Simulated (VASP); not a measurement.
# LiH (Fm-3m) in VASP: further runs

The runs below take LiH through dielectric tensor, optical spectrum, with PBE.

All numbers are computed with VASP 6.6.1; they aren't measurements. Logs are shortened: lines on timing, memory, paths and dates and some standing lists are left out, and cuts for length are marked.

## Step 1: The crystal as given

It takes space group Fm-3m (No. 225, cubic). Conventional cell: a = 3.972 Å, b = 3.972 Å, c = 3.972 Å, α = 90.00°, β = 90.00°, γ = 90.00°. Li (site symmetry m-3m) has 6 H at 1.99 Å as nearest neighbours. H (site symmetry m-3m) has 6 Li at 1.99 Å as nearest neighbours.

## Step 2: Dielectric tensor, PBE

INCAR

```
PREC     = Accurate       # precision mode
ENCUT    = 520            # plane-wave cutoff, eV
EDIFF    = 1E-8           # SCF threshold, eV
ISMEAR   = 0              # smearing method
SIGMA    = 0.03           # smearing width, eV
LREAL    = F              # projectors in reciprocal space
LASPH    = T              # aspherical terms in the spheres
NELM     = 80             # most SCF steps
ALGO     = Normal         # electronic algorithm
ISIF     = 2              # what is computed and relaxed
LWAVE    = F              # write WAVECAR
LCHARG   = F              # write CHGCAR
GGA      = PE             # functional
LEPSILON = T              # dielectric tensor by DFPT
```

KPOINTS

```
Automatic mesh
0
Monkhorst-Pack
  18 18 18
```

POSCAR

```
LiH                                     
1.0
    0.0000000000      1.9860246740      1.9860246740
    1.9860246740      0.0000000000      1.9860246740
    1.9860246740      1.9860246740      0.0000000000
  Li              H             
     1     1
Direct
     0.0000000000000000    0.0000000000000000    0.0000000000000000
     0.5000000000000000    0.5000000000000000    0.5000000000000000
```

Potentials or basis: VASP PAW PBE potentials, release 64 (Li_sv, H).

Started as:

```console
> cat potpaw_PBE.64/Li_sv/POTCAR potpaw_PBE.64/H/POTCAR > POTCAR
> mpirun -np 1 vasp_std > vasp.out
```

OUTCAR:

```text
PREC = Accurate
   ENCUT = 520
   EDIFF = 1E-8
   ISMEAR = 0
   LREAL = F
   LASPH = T
   NELM = 80
   ISIF = 2
   GGA = PE
   LEPSILON = T

 ion  position               nearest neighbor table
   1  0.000  0.000  0.000-
   2  0.500  0.500  0.500-

  LATTYP: Found a face centered cubic cell.
 ALAT       =     3.9720493480

  Lattice vectors:

 A1 = (   0.0000000000,   1.9860246740,   1.9860246740)
 A2 = (   1.9860246740,   0.0000000000,   1.9860246740)
 A3 = (   1.9860246740,   1.9860246740,   0.0000000000)

Analysis of symmetry for initial positions (statically):
=====================================================================
 Subroutine PRICEL returns:
 Original cell was already a primitive cell.

 Routine SETGRP: Setting up the symmetry group for a
 face centered cubic supercell.

 Subroutine GETGRP returns: Found 48 space group operations
 (whereof 48 operations were pure point group operations)
 out of a pool of 48 trial point group operations.

The static configuration has the point symmetry O_h .

Analysis of symmetry for dynamics (positions and initial velocities):
=====================================================================
 Subroutine PRICEL returns:
 Original cell was already a primitive cell.

 Routine SETGRP: Setting up the symmetry group for a
 face centered cubic supercell.

 Subroutine GETGRP returns: Found 48 space group operations
 (whereof 48 operations were pure point group operations)
 out of a pool of 48 trial point group operations.

The dynamic configuration has the point symmetry O_h .

 Subroutine INISYM returns: Found 48 space group operations
 (whereof 48 operations are pure point group operations),
 and found     1 'primitive' translations

----------------------------------------------------------------------------------------

                                     Primitive cell

  volume of cell :      15.6669

  direct lattice vectors                    reciprocal lattice vectors
     0.000000000  1.986024674  1.986024674    -0.251759209  0.251759209  0.251759209
     1.986024674  0.000000000  1.986024674     0.251759209 -0.251759209  0.251759209
     1.986024674  1.986024674  0.000000000     0.251759209  0.251759209 -0.251759209

  length of vectors
     2.808663029  2.808663029  2.808663029     0.436059740  0.436059740  0.436059740

  position of ions in fractional coordinates (direct lattice)
     0.000000000  0.000000000  0.000000000
     0.500000000  0.500000000  0.500000000

  ion indices of the primitive-cell ions
   primitive index   ion index
                 1           1
                 2           2

----------------------------------------------------------------------------------------

 KPOINTS: Automatic mesh

Automatic generation of k-mesh.
 Grid dimensions read from file:
 generate k-points for:   18   18   18

 Generating k-lattice:

  Cartesian coordinates                     Fractional coordinates (reciprocal lattice)
    -0.013986623  0.013986623  0.013986623     0.055555556  0.000000000  0.000000000
     0.013986623 -0.013986623  0.013986623     0.000000000  0.055555556  0.000000000
     0.013986623  0.013986623 -0.013986623     0.000000000  0.000000000  0.055555556

  Length of vectors
     0.024225541  0.024225541  0.024225541

  Shift w.r.t. Gamma in fractional coordinates (k-lattice)
     0.500000000  0.500000000  0.500000000

 Subroutine IBZKPT returns following result:
 ===========================================

 Found    570 irreducible k-points:

 Following reciprocal coordinates:
            Coordinates               Weight
  0.027778  0.027778  0.027778      8.000000
  0.083333  0.027778  0.027778     24.000000
  0.138889  0.027778  0.027778     24.000000
  0.194444  0.027778  0.027778     24.000000
  0.250000  0.027778  0.027778     24.000000
  0.305556  0.027778  0.027778     24.000000
[... 16 lines left out ...]
  0.305556  0.083333  0.027778     48.000000
  0.361111  0.083333  0.027778     48.000000
 [... further k-points ...]
   k-points           NKPTS =    570   k-points in BZ     NKDIM =    570   number of bands    NBANDS=      6
   number of dos      NEDOS =    301   number of ions     NIONS =      2
   total plane-waves  NPLWV =  13824
   dimension x,y,z NGX =    24 NGY =   24 NGZ =   24
   dimension x,y,z NGXF=    48 NGYF=   48 NGZF=   48
   ions per type =               1   1
   NGX,Y,Z   is equivalent  to a cutoff of  14.21, 14.21, 14.21 a.u.
   NGXF,Y,Z  is equivalent  to a cutoff of  28.41, 28.41, 28.41 a.u.
 SYSTEM =  unknown system
   PREC   = accura    normal or accurate (medium, high low for compatibility)
   ISTART =      0    job   : 0-new  1-cont  2-samecut
   ICHARG =      2    charge: 1-file 2-atom 10-const
   ISPIN  =      1    spin polarized calculation?
   LNONCOLLINEAR =      F non collinear calculations
   LSORBIT =      F    spin-orbit coupling
   LASPH  =      T    aspherical Exc in radial PAW
   ENCUT  =  520.0 eV  38.22 Ry    6.18 a.u.   5.22  5.22  5.22*2*pi/ulx,y,z
   NELM   =     80;   NELMIN=  2; NELMDL= -5     # of ELM steps
   EDIFF  = 0.1E-07   stopping-criterion for ELM
   LREAL  =      F    real-space projection
   EDIFFG = 0.1E-06   stopping-criterion for IOM
   NSW    =      0    number of steps for IOM
   IBRION =     -1    ionic relax: 0-MD 1-quasi-New 2-CG
   NFREE  =      0    steps in history (QN), initial steepest desc. (CG)
   ISIF   =      2    stress and relaxation
   ISYM   =      2    0-nonsym 1-usesym 2-fastsym
   POTIM  = 0.5000    time-step for ionic-motion
   TEBEG  =    0.0;   TEEND  =   0.0 temperature during run
   PSTRESS=    0.0 pullay stress
   NELECT =       4.0000    total number of electrons
   NUPDOWN=      -1.0000    fix difference up-down
   EMIN   =  10.00;   EMAX   =-10.00  energy-range for DOS
   EFERMI =   0.00;   METHOD = LEGACY
   ISMEAR =     0;   SIGMA  =   0.03  broadening in eV -4-tet -1-fermi 0-gaus
   EFERMI_NEDOS =   21; number of points for ismear=-14 and -15
   IALGO  =     38    algorithm
   IMIX   =      4    mixing-type and parameters
     AMIX     =   0.40;   BMIX     =  1.00
     AMIX_MAG =   1.60;   BMIX_MAG =  1.00
  volume/ion in A,a.u.               =       7.83        52.86
  Fermi-wavevector in a.u.,A,eV,Ry     =   1.038565  1.962603 14.675468  1.078616
  Thomas-Fermi vector in A             =   2.173055
   LORBIT       =      0    0 simple, 1 ext, 2 COOP (PROOUT), +10 PAW based schemes
   GGA     = PE    functional components
   LHFCALC =     F    Hartree Fock is set to
   AEXX    =    0.0000 exact exchange contribution
   IVDW    =     0    specifies the selected vdW correction
   LEPSILON=     T    determine dielectric tensor
   LRPA    =     F    only Hartree local field effects (RPA)
 non-spin polarized calculation
 Gauss-broadening in eV      SIGMA  =   0.03
  energy-cutoff  :      520.00
  volume of cell :       15.67
 maximum number of plane-waves:       440
 NGX is ok and might be reduce to    24
   NGX = 11   NGY = 11   NGZ = 11

--------------------------------------- Ionic step        1  -------------------------------------------

 number of electron       3.9999998 magnetization

 E-fermi :   0.3961     XC(G=0):  -8.6003

 val. band max:        0.1682756869   @ k =  -0.4722  -0.4722   0.0278
 cond. band min:       3.2559140477   @ k =  -0.4722  -0.4722   0.0278
 fundamental gap:      3.0876383608
 Fermi energy:         0.3961320444

 k-point     1 :       0.0278    0.0278    0.0278
  band No.  band energies     occupation
      1     -44.0445      2.00000
      2      -5.3030      2.00000
      3      16.5513      0.00000
      4      18.2839      0.00000
      5      18.3574      0.00000
      6      18.3574      0.00000
[... 199 lines left out ...]
 k-point    24 :       0.3611    0.0833    0.0278
  band No.  band energies     occupation
      1     -44.0062      2.00000
      2      -3.4956      2.00000
      3       7.9224      0.00000
      4      13.9293      0.00000
      5      15.7044      0.00000
      6      17.7165      0.00000

 [... further k-points ...]

  FORCE on cell =-STRESS in cart. coord.  units (eV):
  Direction    XX          YY          ZZ          XY          YZ          ZX
  --------------------------------------------------------------------------------------
  -------------------------------------------------------------------------------------
  Total        0.0718743      0.0718743      0.0718743      0.0000000      0.0000000      0.0000000
  in kB        7.3502233      7.3502233      7.3502233      0.0000000      0.0000000      0.0000000
  external PRESSURE =       7.3502233 kB  Pullay stress =       0.0000000 kB

 VOLUME and BASIS-vectors are now :
 -----------------------------------------------------------------------------
  energy-cutoff  :      520.00
  volume of cell :       15.67
      direct lattice vectors                 reciprocal lattice vectors
     0.000000000  1.986024674  1.986024674    -0.251759209  0.251759209  0.251759209
     1.986024674  0.000000000  1.986024674     0.251759209 -0.251759209  0.251759209
     1.986024674  1.986024674  0.000000000     0.251759209  0.251759209 -0.251759209

 POSITION                                       TOTAL-FORCE (eV/Angst)
 -----------------------------------------------------------------------------------
      0.00000      0.00000      0.00000         0.000000     -0.000000     -0.000000
      1.98602      1.98602      1.98602        -0.000000      0.000000      0.000000
 -----------------------------------------------------------------------------------
    total drift:                                0.000000     -0.000000     -0.000000

  FREE ENERGIE OF THE ION-ELECTRON SYSTEM (eV)
  ---------------------------------------------------
  free  energy   TOTEN  =        -6.1257970400 eV

  energy  without entropy=       -6.1257970400  energy(sigma->0) =       -6.12579704

 HEAD OF MICROSCOPIC STATIC DIELECTRIC TENSOR (INDEPENDENT PARTICLE, excluding Hartree and local field effects)
 ------------------------------------------------------
           4.485441     0.000000     0.000000
           0.000000     4.485441     0.000000
          -0.000000     0.000000     4.485441
 ------------------------------------------------------

 Free energy of the ion-electron system (eV)
  ---------------------------------------------------
  ---------------------------------------------------
  free energy    TOTEN  =        -0.16836566 eV

  energy without entropy =       -0.16836566

------------------------ aborting loop because EDIFF is reached ----------------------------------------

--------------------------------------- Ionic step        2  -------------------------------------------

------------------------ aborting loop because EDIFF is reached ----------------------------------------

--------------------------------------- Ionic step        3  -------------------------------------------

 Free energy of the ion-electron system (eV)
  ---------------------------------------------------
  ---------------------------------------------------
  free energy    TOTEN  =        -0.16836567 eV

  energy without entropy =       -0.16836567

------------------------ aborting loop because EDIFF is reached ----------------------------------------

 PIEZOELECTRIC TENSOR FIELD DIRECTION 3  (e Angst)
 -----------------------------------------------------------------------------
     0.00024  0.00000  0.00000           (  0.00000  0.00000  0.00000)
     0.00000  0.00024 -0.00000           (  0.00000  0.00000 -0.00000)
     0.00000 -0.00000 -0.00018           (  0.00000 -0.00000  0.00000)

 PIEZOELECTRIC TENSOR FIELD DIRECTION 3  (C/m^2)
 -----------------------------------------------------------------------------
     0.00025  0.00000  0.00000
     0.00000  0.00025 -0.00000
     0.00000 -0.00000 -0.00019

 MACROSCOPIC STATIC DIELECTRIC TENSOR (including local field effects in DFT)
 ------------------------------------------------------
           4.437504     0.000000     0.000000
           0.000000     4.437504    -0.000000
           0.000000     0.000000     4.437504
 ------------------------------------------------------

 PIEZOELECTRIC TENSOR (including local field effects)  for field in x, y, z        (e  Angst)
          XX          YY          ZZ          XY          YZ          ZX
  --------------------------------------------------------------------------------
  x     0.00000     0.00000     0.00000     0.00000     0.00000     0.00000
  y     0.00000     0.00000     0.00000     0.00000     0.00000     0.00000
  z     0.00000     0.00000     0.00000     0.00000     0.00000     0.00000

 PIEZOELECTRIC TENSOR (including local field effects)  for field in x, y, z        (C/m^2)
          XX          YY          ZZ          XY          YZ          ZX
  --------------------------------------------------------------------------------
  x     0.00000     0.00000     0.00000     0.00000     0.00000     0.00000
  y     0.00000     0.00000     0.00000     0.00000     0.00000     0.00000
  z     0.00000     0.00000     0.00000     0.00000     0.00000     0.00000

 BORN EFFECTIVE CHARGES (including local field effects) (in |e|, cummulative output)
 ---------------------------------------------------------------------------------
 ion    1
    1     1.01702     0.00000     0.00000
    2     0.00000     1.01702     0.00000
    3     0.00000     0.00000     1.01702
 ion    2
    1    -1.01702     0.00000     0.00000
    2     0.00000    -1.01702     0.00000
    3     0.00000     0.00000    -1.01702
```

Run time: 7.4 min. Hardware: 1 thread of Intel Xeon Platinum 8488C (Sapphire Rapids), shared host; peak memory 0.5 GiB.

What came out:

- Electronic dielectric tensor (diagonal): 4.44
- Born charges (mean of the diagonal): Li +1.02; H -1.02 e

Electronic dielectric tensor:
```
4.44 0.00 0.00
0.00 4.44 0.00
0.00 0.00 4.44
```

Born effective charge tensors (e):
atom 1, Li
```
1.02 0.00 0.00
0.00 1.02 0.00
0.00 0.00 1.02
```
atom 2, H
```
-1.02  0.00  0.00
 0.00 -1.02  0.00
 0.00  0.00 -1.02
```

Caveat: the cutoff is under 1.25 times the usual one of these potentials, so pressure, stress and relaxed cells hold a basis-set (Pulay) error.

(Continued in part 2 of 2.)
